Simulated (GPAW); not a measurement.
## Ballistic transport through a Nb chain with an N atom on top of one atom, from relaxation to T(E)

Aim: the conductance of a Nb chain with an N atom on top of one atom after relaxation, and whether geometry, basis or functional moves it most.

Method: GPAW LCAO, PAW setups; relaxation of the junction within the symmetry of its start, lead ends held, in the first sound run; inputs show where later runs differ, in GPAW 26.7.0.

## (1) Set-up

The cell holds 18 atoms: 17 Nb and 1 N. Cell: a = 9.000 Å, b = 9.000 Å, c = 39.950 Å, α = 90.0°, β = 90.0°, γ = 90.0°. Regions: left lead, 8 atoms (8 Nb); channel, 2 atoms (1 Nb and 1 N); right lead, 8 atoms (8 Nb). Vacuum lies along a and b. The structure is stacked along c, and the current runs across the ab planes.

## (2) Relaxing the atoms

Transmission follows bond lengths closely, so the atoms between the held lead ends are relaxed first, within whatever symmetry the start has.

File run.py:

```python
import json
from ase import Atoms
from ase.constraints import FixAtoms
from ase.optimize import BFGS
from gpaw import GPAW, FermiDirac

device = Atoms(
    ['Nb', 'Nb', 'Nb', 'Nb', 'Nb', 'Nb', 'Nb', 'Nb', 'Nb', 'N', 'Nb', 'Nb', 'Nb', 'Nb', 'Nb', 'Nb', 'Nb', 'Nb'],
    positions=[
        [4.50000, 4.50000, 1.17500],
        [4.50000, 4.50000, 3.52500],
        [4.50000, 4.50000, 5.87500],
        [4.50000, 4.50000, 8.22500],
        [4.50000, 4.50000, 10.57500],
        [4.50000, 4.50000, 12.92500],
        [4.50000, 4.50000, 15.27500],
        [4.50000, 4.50000, 17.62500],
        [4.50000, 4.50000, 19.97500],
        [6.10540, 4.50000, 19.97500],
        [4.50000, 4.50000, 22.32500],
        [4.50000, 4.50000, 24.67500],
        [4.50000, 4.50000, 27.02500],
        [4.50000, 4.50000, 29.37500],
        [4.50000, 4.50000, 31.72500],
        [4.50000, 4.50000, 34.07500],
        [4.50000, 4.50000, 36.42500],
        [4.50000, 4.50000, 38.77500]],
    cell=[[9.0, 0.0, 0.0], [0.0, 9.0, 0.0], [0.0, 0.0, 39.95]],
    pbc=True)

device.set_constraint(FixAtoms([0, 1, 2, 3, 4, 5, 6, 11, 12, 13, 14, 15, 16, 17]))
device.calc = GPAW(mode='lcao', basis='dzp', xc='PBE', h=0.18,
                   kpts={'size': (1, 1, 2), 'gamma': True},
                   symmetry={'tolerance': 1e-3, 'extra_ids': [1, 1, 1, 1, 1, 1, 1, 0, 0, 0, 0, 1, 1, 1, 1, 1, 1, 1]},
                   occupations=FermiDirac(0.1), maxiter=250,
                   mixer=dict(beta=0.1, nmaxold=8, weight=100.0),
                   convergence=dict(density=0.0001), txt='relax.txt')
path = []
opt = BFGS(device, maxstep=0.15)
opt.attach(lambda: path.append((device.get_potential_energy(), device.positions.tolist(), device.get_forces().tolist())))
relaxed = bool(opt.run(fmax=0.05, steps=50))
json.dump(dict(relaxed=relaxed, path=path, positions=device.positions.tolist(), moments=device.get_magnetic_moments().tolist(),
               forces=device.get_forces(apply_constraint=False).tolist()), open('result.json', 'w'))
```

The run is started by

```
$ OMP_NUM_THREADS=1 OPENBLAS_NUM_THREADS=1 python run.py
```

Log:

```text
Step          Energy          fmax
BFGS:    0     -100.989098        8.591169
BFGS:    1     -101.755092        2.393503
BFGS:    2     -101.892273        1.762167
BFGS:    3     -102.137869        2.712662
BFGS:    4     -102.211638        0.982549
BFGS:    5     -102.278776        1.008642
BFGS:    6     -102.566358        2.833506
BFGS:    7     -102.801917        3.998167
BFGS:    8     -102.971877        4.109440
BFGS:    9     -103.188200        3.418688
BFGS:   10     -103.444281        2.175841
BFGS:   11     -103.496825        0.405678
BFGS:   12     -103.503160        0.161016
BFGS:   13     -103.507260        0.169897
BFGS:   14     -103.510650        0.185370
BFGS:   15     -103.512348        0.083987
BFGS:   16     -103.513353        0.033655
```

Elapsed: 69 min, on 1 thread of Arm Neoverse V1, shared host; peak memory 2.1 GiB.

The steps of the relaxation:

```tsv
step	energy less that of the first step (eV)	largest force (eV/Å)
1	0.0000	8.5912
2	-0.7721	2.3935
3	-0.9109	1.7622
4	-1.1690	2.7127
5	-1.2416	0.9825
6	-1.3111	1.0086
7	-1.6076	2.8335
8	-1.8430	3.9982
9	-2.0069	4.1094
10	-2.2210	3.4187
11	-2.4713	2.1758
12	-2.5233	0.4057
13	-2.5298	0.1610
14	-2.5324	0.1699
15	-2.5335	0.1854
16	-2.5339	0.0840
17	-2.5332	0.0337
```

The atoms that moved most (Å):

```tsv
atom	dx	dy	dz	length
Nb8	0.653	0.000	-0.019	0.653
Nb11	0.653	0.000	0.019	0.653
Nb9	-0.579	0.000	0.000	0.579
N10	-0.386	0.000	0.000	0.386
```

Final coordinates:

```cif
data_structure
_symmetry_space_group_name_H-M 'P 1'
_symmetry_Int_Tables_number 1
_cell_length_a 9.0000
_cell_length_b 9.0000
_cell_length_c 39.9500
_cell_angle_alpha 90.000
_cell_angle_beta 90.000
_cell_angle_gamma 90.000
_cell_volume 3235.95
loop_
_atom_site_label
_atom_site_type_symbol
_atom_site_fract_x
_atom_site_fract_y
_atom_site_fract_z
_atom_site_occupancy
Nb1 Nb 0.50000 0.50000 0.02941 1
Nb2 Nb 0.50000 0.50000 0.08824 1
Nb3 Nb 0.50000 0.50000 0.14706 1
Nb4 Nb 0.50000 0.50000 0.20588 1
Nb5 Nb 0.50000 0.50000 0.26471 1
Nb6 Nb 0.50000 0.50000 0.32353 1
Nb7 Nb 0.50000 0.50000 0.38235 1
Nb8 Nb 0.57257 0.50000 0.44071 1
Nb9 Nb 0.43563 0.50000 0.50000 1
N10 N 0.63552 0.50000 0.50000 1
Nb11 Nb 0.57257 0.50000 0.55929 1
Nb12 Nb 0.50000 0.50000 0.61765 1
Nb13 Nb 0.50000 0.50000 0.67647 1
Nb14 Nb 0.50000 0.50000 0.73529 1
Nb15 Nb 0.50000 0.50000 0.79412 1
Nb16 Nb 0.50000 0.50000 0.85294 1
Nb17 Nb 0.50000 0.50000 0.91176 1
Nb18 Nb 0.50000 0.50000 0.97059 1
```

The relaxation lowered the energy of the cell by 2.53 eV (energies extrapolated to zero smearing; the optimiser's log prints free energies). The largest force left on a free atom is 0.034 eV/Å.

## (3) GPAW, dzp

The script solves lead and junction separately, takes H and S in the orbital basis, and joins semi-infinite leads through their self-energies; the dzp basis is the working standard.

This step: GPAW LCAO, PAW setups; Landauer transmission from Green's functions with principal layers (ASE), zero bias (GPAW 26.7.0).

File run.py:

```python
import json
import numpy as np
from ase import Atoms
from ase.transport.calculators import TransportCalculator
from gpaw import GPAW, FermiDirac
from gpaw.lcao.tools import get_lcao_hamiltonian
from scipy.linalg import eigh

# The junction with lead layers at both ends, along the third cell vector
device = Atoms(
    ['Nb', 'Nb', 'Nb', 'Nb', 'Nb', 'Nb', 'Nb', 'Nb', 'Nb', 'N', 'Nb', 'Nb', 'Nb', 'Nb', 'Nb', 'Nb', 'Nb', 'Nb'],
    positions=[
        [4.50000, 4.50000, 1.17500],
        [4.50000, 4.50000, 3.52500],
        [4.50000, 4.50000, 5.87500],
        [4.50000, 4.50000, 8.22500],
        [4.50000, 4.50000, 10.57500],
        [4.50000, 4.50000, 12.92500],
        [4.50000, 4.50000, 15.27500],
        [5.15310, 4.50000, 17.60643],
        [3.92070, 4.50000, 19.97500],
        [5.71964, 4.50000, 19.97500],
        [5.15310, 4.50000, 22.34357],
        [4.50000, 4.50000, 24.67500],
        [4.50000, 4.50000, 27.02500],
        [4.50000, 4.50000, 29.37500],
        [4.50000, 4.50000, 31.72500],
        [4.50000, 4.50000, 34.07500],
        [4.50000, 4.50000, 36.42500],
        [4.50000, 4.50000, 38.77500]],
    cell=[[9.0, 0.0, 0.0], [0.0, 9.0, 0.0], [0.0, 0.0, 39.95]],
    pbc=True)

# One principal layer of the lead: the first 5 atoms of the device
lead = Atoms(
    ['Nb', 'Nb', 'Nb', 'Nb', 'Nb'],
    positions=[
        [4.50000, 4.50000, 1.17500],
        [4.50000, 4.50000, 3.52500],
        [4.50000, 4.50000, 5.87500],
        [4.50000, 4.50000, 8.22500],
        [4.50000, 4.50000, 10.57500]],
    cell=[[9.0, 0.0, 0.0], [0.0, 9.0, 0.0], [0.0, 0.0, 11.75]],
    pbc=True)

settings = dict(mode='lcao', basis='dzp', xc='PBE', h=0.18,
                occupations=FermiDirac(0.1), maxiter=250,
                mixer=dict(beta=0.1, nmaxold=8, weight=100.0),
                convergence=dict(density=0.0001))
energies = np.arange(-2, 2 + 1e-9, 0.025)
eta = 0.0001
n1, n2 = 1, 1
# k and -k transmit alike, so half of the mesh across the current serves
mesh = [(i, j) for i in range(n1) for j in range(n2) if (i, j) <= (-i % n1, -j % n2)]
weights = np.array([1 if (i, j) == (-i % n1, -j % n2) else 2 for i, j in mesh]) / (n1 * n2)

# [... helper functions left out ...]
fermi_lead = ground_state(lead, (1, 1, 10), 'lead.txt')
fermi_device = ground_state(device, (1, 1, 2), 'device.txt')
# [... loop over the mesh left out, but for ...]
        # Shift the lead onto the potential of the device's first layer
        shift = ((H[:, 0, 0] - H0[:, 0, 0]) / S0[0, 0]).real.mean()
# [...]
kT = 8.617333e-5 * 300
bias = [0.1, 0.2, 0.5, 1.0, 1.5, 2.0]
# [... integrals and printing left out ...]
```

Log:

```text
basis functions: device 506, principal layer 145
Fermi level: lead -2.3978 eV, device -2.3485 eV; lead shifted by 0.0021 eV
largest coupling past the next layer 3.09e-07 eV, largest misfit of the first layer 0.034 eV
  E-E_F (eV)   T (one spin)  [channel counts left out]
    -2.000    1.0440e+00
    -1.975    1.0146e+00
    -1.950    9.4915e-01
    -1.925    8.6363e-01
    -1.900    7.7396e-01
    -1.875    6.9108e-01
    -1.850    6.2032e-01
    -1.825    5.6299e-01
    -1.800    5.1828e-01
    -1.775    4.8457e-01
    -1.750    4.6011e-01
    -1.725    4.4335e-01
    -1.700    4.3302e-01
    -1.675    4.2813e-01
    -1.650    4.2799e-01
    -1.625    4.3213e-01
[...]
1.825    1.3951e+00
     1.850    1.2524e+00
     1.875    8.4452e-01
     1.900    5.1958e-01
     1.925    3.3431e-01
     1.950    2.5928e-01
     1.975    5.6025e-01
     2.000    1.0541e+00
conductance at 300 K: 3.3777 G0 a cell; thermopower -2.714 uV/K
current from the zero-bias T(E) at 0.1 V: 26.156 uA
current from the zero-bias T(E) at 0.2 V: 52.221 uA
current from the zero-bias T(E) at 0.5 V: 128.56 uA
current from the zero-bias T(E) at 1.0 V: 233.59 uA
current from the zero-bias T(E) at 1.5 V: 323.85 uA
current from the zero-bias T(E) at 2.0 V: 419.3 uA
```

Elapsed: 7.9 min, on 1 thread; peak memory 2.4 GiB.

This step gave:

| Item | Value |
| --- | --- |
| conductance | 3.378 G₀ |
| thermopower | -2.714 μV/K |
| largest coupling past the next principal layer | 3.09e-7 eV |
| largest misfit of the first principal layer | 0.03413 eV |
| shift that aligns the lead | 0.002097 eV |
| basis functions of the junction | 506 |
| basis functions of a principal layer | 145 |
| transmission at the Fermi level (one spin) | 3.382 |

One spin. The transmission, zone mean by energy, zero at the Fermi level:

```tsv
energy (eV)	transmission, zone mean
-2.000	1.04
-1.900	0.774
-1.800	0.518
-1.700	0.433
-1.600	0.440
-1.500	0.518
-1.400	1.15
-1.300	1.49
-1.200	1.68
-1.100	1.97
-1.000	2.12
-0.900	1.93
-0.800	1.63
-0.700	1.43
-0.600	1.32
-0.500	1.25
-0.400	1.44
-0.300	2.68
-0.200	3.00
-0.100	3.24
0.000	3.38
0.100	3.49
0.200	3.54
0.225	3.55
0.300	3.52
0.400	3.47
0.500	3.40
0.600	3.32
0.700	3.23
0.800	3.15
0.900	3.08
1.000	2.99
1.100	2.89
1.200	2.78
1.300	2.68
1.400	2.58
1.500	2.50
1.600	2.05
1.650	2.23
1.700	2.12
1.800	1.54
1.900	0.520
2.000	1.05
```

Not self-consistent under bias; the bias window is split evenly. Table of current through one cell, from the zero-bias transmission by bias:

```tsv
bias (V)	current through one cell, from the zero-bias transmission (μA)
0.100	26.2
0.200	52.2
0.500	129
1.000	234
1.500	324
2.000	419
```

The transmission of the three most open eigenchannels by energy, zero at the Fermi level:

```tsv
energy (eV)	channel 1	channel 2	channel 3
-2.000	0.995	0.0452	0.00386
-1.900	0.702	0.0585	0.0131
-1.800	0.416	0.0743	0.0280
-1.700	0.292	0.0957	0.0450
-1.600	0.251	0.128	0.0612
-1.500	0.261	0.182	0.0757
-1.400	0.697	0.271	0.0944
-1.300	0.878	0.419	0.117
-1.200	0.831	0.644	0.137
-1.100	0.899	0.838	0.152
-1.000	0.991	0.859	0.165
-0.900	0.862	0.772	0.177
-0.800	0.865	0.459	0.190
-0.700	0.878	0.246	0.205
-0.600	0.892	0.225	0.136
-0.500	0.891	0.260	0.0900
-0.400	0.885	0.383	0.111
-0.300	0.968	0.744	0.663
-0.200	0.966	0.836	0.769
-0.100	0.973	0.895	0.845
0.000	0.977	0.931	0.897
0.100	0.984	0.972	0.930
0.200	0.996	0.995	0.951
0.300	0.995	0.982	0.962
0.400	0.996	0.957	0.953
0.500	0.997	0.941	0.930
0.600	0.987	0.919	0.914
0.700	0.959	0.912	0.897
0.800	0.931	0.908	0.886
0.900	0.962	0.888	0.838
1.000	0.986	0.894	0.762
1.100	0.996	0.894	0.693
1.200	0.996	0.888	0.631
1.300	0.992	0.880	0.570
1.400	0.983	0.876	0.510
1.500	0.982	0.876	0.453
1.600	0.876	0.599	0.388
1.700	0.880	0.870	0.199
1.800	0.950	0.325	0.167
1.900	0.436	0.0840	1.2e-5
2.000	0.964	0.0901	1.0e-5
```

Couplings past the next layer reach 3.1e-7 eV, small enough to drop; the matrix elements of the cell's first layer differ from the bulk lead's by up to 0.034 eV. That layer keeps its own values in the calculation, and only beyond it is the lead taken as perfect. The Fermi levels of lead and junction count from different zeros of potential, one for each periodic cell; with both set to zero, the small remaining shift is what aligns them. By hand: G = 3.378 × 77.48 μS = 262 μS, a resistance of 3.82 kΩ; at 0.1 V a linear junction would pass 26.2 μA, and the integral over the bias window gives 26.2 μA. Mott's formula, S = -(π²/3)(k_B²T/e) d ln T/dE, has the prefactor 7.33 μV/K·eV at 300 K; T = 3.351 at -0.025 eV and 3.411 at 0.025 eV give a slope of 0.355 per eV and S = -2.60 μV/K, beside -2.71 μV/K from the thermal integral, which interpolates the same grid.

## (4) GPAW, szp: basis = "szp(dzp)"

One radial function a shell plus polarisation makes the matrices smaller; the question is what that costs.

Changes to run.py since step 3:

```diff
@@ -45,3 +45,3 @@
 
-settings = dict(mode='lcao', basis='dzp', xc='PBE', h=0.18,
+settings = dict(mode='lcao', basis='szp(dzp)', xc='PBE', h=0.18,
                 occupations=FermiDirac(0.1), maxiter=250,
```

Log:

```text
basis functions: device 281, principal layer 80
Fermi level: lead -2.5969 eV, device -2.5424 eV; lead shifted by -0.0052 eV
largest coupling past the next layer 3.02e-07 eV, largest misfit of the first layer 0.035 eV
  E-E_F (eV)   T (one spin)  [channel counts left out]
    -2.000    9.9940e-01
    -1.975    1.0391e+00
    -1.950    1.0448e+00
    -1.925    1.0162e+00
    -1.900    9.6105e-01
    -1.875    8.9117e-01
    -1.850    8.1802e-01
    -1.825    7.4968e-01
    -1.800    6.9050e-01
    -1.775    6.4202e-01
    -1.750    6.0411e-01
    -1.725    5.7588e-01
    -1.700    5.5619e-01
    -1.675    5.4396e-01
    -1.650    5.3826e-01
    -1.625    5.3838e-01
[...]
1.825    1.3846e+00
     1.850    1.3053e+00
     1.875    1.2987e+00
     1.900    1.2442e+00
     1.925    1.1078e+00
     1.950    9.3857e-01
     1.975    7.5253e-01
     2.000    5.7255e-01
conductance at 300 K: 3.4359 G0 a cell; thermopower -2.993 uV/K
current from the zero-bias T(E) at 0.1 V: 26.606 uA
current from the zero-bias T(E) at 0.2 V: 53.109 uA
current from the zero-bias T(E) at 0.5 V: 130.35 uA
current from the zero-bias T(E) at 1.0 V: 235.76 uA
current from the zero-bias T(E) at 1.5 V: 326.9 uA
current from the zero-bias T(E) at 2.0 V: 421.49 uA
```

Elapsed: 4.2 min, on 1 thread; peak memory 2.3 GiB.

Numbers from this step:

```
conductance                                    : 3.436 G₀
thermopower                                    : -2.993 μV/K
largest coupling past the next principal layer : 3.02e-7 eV
largest misfit of the first principal layer    : 0.03453 eV
shift that aligns the lead                     : -0.005193 eV
basis functions of the junction                : 281
basis functions of a principal layer           : 80
transmission at the Fermi level (one spin)     : 3.441
```

One spin. Table of transmission, zone mean by energy, zero at the Fermi level:

```tsv
energy (eV)	transmission, zone mean
-2.000	0.999
-1.800	0.691
-1.600	0.544
-1.400	0.767
-1.200	1.70
-1.050	2.10
-1.000	2.07
-0.800	1.57
-0.600	1.34
-0.400	1.40
-0.200	3.00
0.000	3.44
0.200	3.61
0.400	3.50
0.600	3.35
0.800	3.20
1.000	2.98
1.200	2.74
1.400	2.54
1.600	2.37
1.775	1.98
1.800	1.97
2.000	0.573
```

Not self-consistent under bias; the bias window is split evenly. The current through one cell, from the zero-bias transmission by bias:

```tsv
bias (V)	current through one cell, from the zero-bias transmission (μA)
0.100	26.6
0.200	53.1
0.500	130
1.000	236
1.500	327
2.000	421
```

Table of transmission of the three most open eigenchannels by energy, zero at the Fermi level:

```tsv
energy (eV)	channel 1	channel 2	channel 3
-2.000	0.956	0.0421	8.5e-4
-1.800	0.595	0.0735	0.0219
-1.600	0.351	0.134	0.0594
-1.400	0.371	0.303	0.0929
-1.200	0.787	0.741	0.143
-1.000	0.934	0.877	0.180
-0.800	0.880	0.364	0.216
-0.600	0.888	0.253	0.112
-0.400	0.901	0.374	0.113
-0.200	0.973	0.825	0.723
0.000	0.979	0.932	0.880
0.200	0.996	0.996	0.944
0.400	0.992	0.952	0.946
0.600	0.995	0.918	0.905
0.800	0.950	0.916	0.881
1.000	0.993	0.886	0.748
1.200	0.993	0.878	0.614
1.400	0.979	0.870	0.509
1.600	0.932	0.866	0.430
1.800	0.807	0.786	0.284
2.000	0.522	0.0504	2.3e-6
```

The conductance, 3.44 G₀, lies 1.7 % above that of the dzp run.

## (5) GPAW, sz: basis = "sz(dzp)"

The minimal basis is the cheapest rung: no second zeta and no polarisation.

Changes to run.py since step 4:

```diff
@@ -45,3 +45,3 @@
 
-settings = dict(mode='lcao', basis='szp(dzp)', xc='PBE', h=0.18,
+settings = dict(mode='lcao', basis='sz(dzp)', xc='PBE', h=0.18,
                 occupations=FermiDirac(0.1), maxiter=250,
```

Log:

```text
basis functions: device 225, principal layer 65
Fermi level: lead -2.6645 eV, device -2.6093 eV; lead shifted by -0.0030 eV
largest coupling past the next layer 2.94e-07 eV, largest misfit of the first layer 0.031 eV
  E-E_F (eV)   T (one spin)  [channel counts left out]
    -2.000    1.0443e+00
    -1.975    1.0341e+00
    -1.950    9.9570e-01
[...]
1.975    1.3656e+00
     2.000    1.2877e+00
conductance at 300 K: 3.4718 G0 a cell; thermopower -2.978 uV/K
current from the zero-bias T(E) at 0.1 V: 26.886 uA
current from the zero-bias T(E) at 0.2 V: 53.677 uA
current from the zero-bias T(E) at 0.5 V: 131.8 uA
current from the zero-bias T(E) at 1.0 V: 239.17 uA
current from the zero-bias T(E) at 1.5 V: 330.81 uA
current from the zero-bias T(E) at 2.0 V: 424.99 uA
```

Wall time 3.2 min (1 thread); peak memory 2.2 GiB.

Numbers from this step:

```yaml
conductance: 3.472 G₀
largest_coupling_past_the_next_principal_layer: 2.94e-7 eV
largest_misfit_of_the_first_principal_layer: 0.03136 eV
shift_that_aligns_the_lead: -0.003044 eV
basis_functions_of_the_junction: 225
basis_functions_of_a_principal_layer: 65
transmission_at_the_fermi_level_one_spin: 3.476
```

The conductance, 3.47 G₀, lies 2.8 % above that of the dzp run.

## (6) revPBE in the dzp basis: xc = "revPBE"

Back in the dzp basis, the functional changes from PBE to revPBE, to set the spread between functionals beside that between bases.

Changes to run.py since step 5:

```diff
@@ -45,3 +45,3 @@
 
-settings = dict(mode='lcao', basis='sz(dzp)', xc='PBE', h=0.18,
+settings = dict(mode='lcao', basis='dzp', xc='revPBE', h=0.18,
                 occupations=FermiDirac(0.1), maxiter=250,
```

Log:

```text
basis functions: device 506, principal layer 145
Fermi level: lead -2.3189 eV, device -2.2651 eV; lead shifted by 0.0019 eV
largest coupling past the next layer 3.46e-07 eV, largest misfit of the first layer 0.035 eV
  E-E_F (eV)   T (one spin)  [channel counts left out]
    -2.000    1.0461e+00
    -1.975    1.0213e+00
    -1.950    9.6080e-01
[...]
1.975    4.4506e-01
     2.000    1.0075e+00
conductance at 300 K: 3.3604 G0 a cell; thermopower -2.821 uV/K
current from the zero-bias T(E) at 0.1 V: 26.023 uA
current from the zero-bias T(E) at 0.2 V: 51.956 uA
current from the zero-bias T(E) at 0.5 V: 127.92 uA
current from the zero-bias T(E) at 1.0 V: 232.49 uA
current from the zero-bias T(E) at 1.5 V: 322.45 uA
current from the zero-bias T(E) at 2.0 V: 417.38 uA
```

Run time: 8.7 min. Hardware: 1 thread; peak memory 2.4 GiB.

Numbers from this step:

```yaml
conductance: 3.360 G₀
thermopower: -2.821 μV/K
largest_coupling_past_the_next_principal_layer: 3.46e-7 eV
largest_misfit_of_the_first_principal_layer: 0.03461 eV
shift_that_aligns_the_lead: 0.001882 eV
basis_functions_of_the_junction: 506
basis_functions_of_a_principal_layer: 145
transmission_at_the_fermi_level_one_spin: 3.365
```

One spin. Transmission, zone mean against energy, zero at the Fermi level:

```tsv
energy (eV)	transmission, zone mean
-2.000	1.05
-1.800	0.536
-1.600	0.455
-1.400	1.08
-1.200	1.73
-1.025	2.11
-1.000	2.10
-0.800	1.59
-0.600	1.31
-0.400	1.42
-0.200	2.98
0.000	3.37
0.200	3.53
0.225	3.54
0.400	3.45
0.600	3.31
0.800	3.16
1.000	3.00
1.200	2.80
1.400	2.59
1.600	1.58
1.675	2.23
1.800	1.60
2.000	1.01
```

The conductance, 3.36 G₀, lies 0.5 % below that of the dzp run.

(Part 1 of 2 ends here.)

[Logs are printed without paths, hosts, clocks, repeated set-up lines and the standing remarks that a program may print on its own settings, such as how far it seeks lower states.]

[Hosts, paths, dates, database ids (printed as entryN), source tags and the programs' standing remarks are cut or masked in the printed files.]
